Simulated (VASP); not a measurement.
AlNi, 2 atoms in the cell. Symmetry: P4/mmm, No. 123, tetragonal system. Conventional cell: a = 3.111 Å, b = 3.111 Å, c = 2.651 Å, α = 90.00°, β = 90.00°, γ = 90.00°. Al (site symmetry 4/mmm) is surrounded by 8 Ni at 2.57 Å and 2 Al at 2.65 Å. Around Ni (site symmetry 4/mmm) lie 8 Al at 2.57 Å and 2 Ni at 2.65 Å.  The cell isn't the ideal one: strain +0.080 along x and y, -0.080 along z, atoms carried along.

| Property | Result |
| --- | --- |
| Program | VASP 6.6.1 |
| Task | single point |
| Functional | PBE |
| Potentials or basis | VASP PAW PBE potentials, release 64 (Al, Ni) |
| Cutoff | 520 eV |
| k mesh | 16 × 16 × 16 |
| Occupations | gaussian, width 0.15 eV |
| Spin | no spin polarisation |
| Dipole correction | no |
| Further INCAR settings | ALGO = Fast; EDIFF = 1e-06; NBANDS = 14 |

Potentials or basis: VASP PAW PBE potentials, release 64 (Al, Ni).

The run is started by

```console
$ cat potpaw_PBE.64/Al/POTCAR potpaw_PBE.64/Ni/POTCAR > POTCAR
$ mpirun -np 1 vasp_std > vasp.out
```

Hardware: 1 thread of Intel(R) Xeon(R) Platinum 8375C CPU @ 2.90GHz (Ice Lake), with other jobs on the host.

Task: Estimate the wall time of this run.

Result: Run time: 60 s on 1 thread of Intel(R) Xeon(R) Platinum 8375C CPU @ 2.90GHz (Ice Lake), on a shared host, peak memory 0.26 GiB. Counts: scf iterations 15, k points 405.
